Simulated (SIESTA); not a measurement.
TiCo:

```
CELL_PARAMETERS angstrom
2.98611 0.00000 0.00000
0.00000 2.98611 0.00000
0.00000 0.00000 2.98611
ATOMIC_POSITIONS crystal
Co 0.50000 0.50000 0.50000
Ti 0.00000 0.00000 0.00000
```

The cell comes from a database or a generator and needn't be the stable form of this composition.

Alike in all runs: program SIESTA 5.4.2; functional PBEsol; potentials or basis PseudoDojo 0.4 standard (PBEsol files); basis DZP (energy shift 0.003 Ry; two zetas on semicore shells); grid cutoff 800 Ry; energy shift 0.003 Ry; k mesh 9 × 9 × 9; occupations fermi-dirac, width 0.05 eV.

Starts and where they ended:

| start | free energy over the lowest (meV/atom) | net moment (μB) | site or absolute moments (μB) | gap |
| --- | --- | --- | --- | --- |
| collinear spin, fm_larger start of up to 3.5 μB | 0.0 | 0.67 | Co +0.74; Ti -0.07 | none (metal or under the smearing width) |
| collinear spin, antiferromagnetic start of up to 2 μB | 0.0 | 0.67 | Co +0.74; Ti -0.07 | none (metal or under the smearing width) |
| collinear spin, ferromagnetic start of up to 2 μB | 0.0 | 0.67 | Co +0.74; Ti -0.07 | none (metal or under the smearing width) |
| collinear spin, zero start | 13.7 | 0.00 | - | none (metal or under the smearing width) |

The spin-polarised runs without a constraint all converged, yet they end up to 14 meV/atom apart: a converged run can sit in a state that isn't the lowest. A still lower state may exist.

Caveats: the basis of atomic orbitals isn't converged, which shifts pressures, moduli and gaps.
